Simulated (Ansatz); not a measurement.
SnO2 (Cassiterite): band structure with PBE

The system is SnO2 (Cassiterite).

```xyz
6
Lattice="4.7380 0.0000 0.0000 0.0000 4.7380 0.0000 0.0000 0.0000 3.1865" Properties=species:S:1:pos:R:3 pbc="T T T"
Sn    2.3690    2.3690    1.5933
Sn    0.0000    0.0000    0.0000
O     3.8240    0.9140    1.5933
O     3.2830    3.2830    0.0000
O     0.9140    3.8240    1.5933
O     1.4550    1.4550    0.0000
```

| Quantity | Value |
| --- | --- |
| Program | Ansatz 0.2.0 |
| Task | band structure |
| Functional | PBE |
| Potentials or basis | Ansatz PAW |
| Cutoff | 420 eV (not typed: the program's choice for these potentials) |
| k mesh | 6 × 6 × 8 |
| Occupations | fermi-dirac, width 0.05 eV |
| Spin | no spin polarisation |
| Path | [["G", "X", "M", "G", "Z", "R", "A", "Z"], ["X", "R"], ["M", "A"]] |
| Points for each segment of the path | 14 |

| Quantity | Value |
| --- | --- |
| Pressure | 11.1 GPa |
| Largest force | 0.275 eV/Å |
| Band gap on the k mesh | 1.28 eV, direct |
| Band gap along the path | 1.28 eV, direct |

Forces on the atoms (eV/Å):
```
Sn   0.000  0.000  0.000
Sn   0.000  0.000  0.000
O   -0.195  0.195  0.000
O    0.195  0.195  0.000
O    0.195 -0.195  0.000
O   -0.195 -0.195  0.000
```

Stress tensor (GPa, compression positive):
```
10.10  0.00  0.00
 0.00 10.10  0.00
 0.00  0.00 13.05
```

Levels at the corners of the path, in eV from the valence-band top:
```
point  band 23  band 24  band 25  band 26  band 27  band 28  band 29  band 30
    Γ    -1.22    -0.77    -0.77     0.00     1.28     6.17     6.37     6.37
    X    -1.18    -1.18    -0.63    -0.63     4.45     4.45     7.11     7.11
    M    -1.30    -1.30    -0.90    -0.90     4.85     4.85     7.54     7.54
    Γ    -1.22    -0.77    -0.77     0.00     1.28     6.17     6.37     6.37
    Z    -1.65    -1.65    -1.26    -1.26     6.24     6.24     9.79     9.79
    R    -1.10    -1.10    -0.69    -0.69     6.52     6.52     8.09     8.09
    A    -0.97    -0.97    -0.83    -0.83     4.94     4.94     8.90     8.90
    Z    -1.65    -1.65    -1.26    -1.26     6.24     6.24     9.79     9.79
    X    -1.18    -1.18    -0.63    -0.63     4.45     4.45     7.11     7.11
    R    -1.10    -1.10    -0.69    -0.69     6.52     6.52     8.09     8.09
    M    -1.30    -1.30    -0.90    -0.90     4.85     4.85     7.54     7.54
    A    -0.97    -0.97    -0.83    -0.83     4.94     4.94     8.90     8.90
```

Wall time 7 s on 2 threads of Intel(R) Xeon(R) Platinum 8488C (Sapphire Rapids) (shared host), peak memory 0.57 GiB.

Caveat: the pressure holds a Pulay correction of +0.8 GPa for the finite cutoff; spin-orbit coupling is left out, which moves the levels of the heavy elements. PBE gaps usually lie below the measured ones, often by a third to a half.
